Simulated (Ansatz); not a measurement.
Crystal: W.

```
W
1.0
    -1.58234    1.58234    1.58234
     1.58234   -1.58234    1.58234
     1.58234    1.58234   -1.58234
W
1
Direct
  0.00000 0.00000 0.00000
```

```yaml
Program: Ansatz 0.2.0
Task: relaxation of cell and atoms
Functional: revPBE
Potentials_or_basis: Ansatz PAW
Cutoff: "420 eV (not typed: the program's choice for these potentials)"
k_mesh: 12 × 12 × 12
Occupations: fermi-dirac, width 0.05 eV
Spin: no spin polarisation
```

At the start: volume 15.85 Å³/atom.

**Question.** Where does the relaxation end?

**Answer.** It ends after 4 steps and the volume is 16.29 Å³/atom (+2.8 %); space group Im-3m (No. 229, to 0.05 Å).

Step by step:
| step | energy change (eV) | largest force (eV/Å) | volume (Å³) |
| --- | --- | --- | --- |
| 1 | 0.0000 | 0.0000 | 15.85 |
| 2 | -0.0112 | 0.0000 | 16.34 |
| 3 | -0.0114 | 0.0000 | 16.29 |
| 4 | -0.0117 | 0.0000 | 16.29 |

Final structure:
```
W
1.0
    -1.59706    1.59706    1.59706
     1.59706   -1.59706    1.59706
     1.59706    1.59706   -1.59706
W
1
Direct
  0.00000 0.00000 0.00000
```

Caveat: the plane-wave basis is chosen anew once the cell has moved, so the energies of steps on either side of that aren't comparable; the PAW data sets come from PBE, with cores solved anew for the run's functional, which leaves a small shift of forces and pressure.
